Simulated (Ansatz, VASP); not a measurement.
AlPt in VASP and in Ansatz

```
Al Pt
1.0
     4.71783    0.00000    0.00000
     0.00000    4.71783    0.00000
     0.00000    0.00000    4.71783
Al Pt
4 4
Direct
  0.84499 0.84499 0.84499
  0.65501 0.15501 0.34499
  0.34499 0.65501 0.15501
  0.15501 0.34499 0.65501
  0.15415 0.15415 0.15415
  0.34585 0.84585 0.65415
  0.65415 0.34585 0.84585
  0.84585 0.65415 0.34585
```

Alike in both runs: functional PBEsol; k mesh 8 × 8 × 8; occupations gaussian, width 0.1 eV; no spin polarisation.

Ansatz relaxed the structure, and its values are those at the end. VASP's run is a single point on that final structure, the one shown.

|  | VASP | Ansatz |
| --- | --- | --- |
| version | VASP 6.6.1 | Ansatz 0.2.0 |
| potentials or method | VASP PAW PBE potentials, release 64 (Al, Pt) | scalar-relativistic, plane waves, PAW |
| plane-wave cutoff (eV) | 520 | 420 |
| valence electrons in the cell | 52 | 84 |

|  | VASP | Ansatz | Ansatz less VASP |
| --- | --- | --- | --- |
| gap on the k mesh at the Fermi level (eV) | none | none | - |
| pressure (GPa) | 23.8 | 23.7 | -0.07 |
| rms of the force components (eV/Å) | 0.008 | 0.007 | -0.0019 |

A gap of «none» marks a metal or a gap that the smearing closes. The two sets of potentials don't hold the same shells in valence. Ansatz warned: «stress_scf_threshold_loose».

Caveats: so large a pressure means that the cell lies far from this level's equilibrium, or that cutoff or potentials fall short (VASP); the potentials were made for another functional, which shifts forces and pressure (VASP). The runs have no spin-orbit coupling, so splittings on Pt are missing.
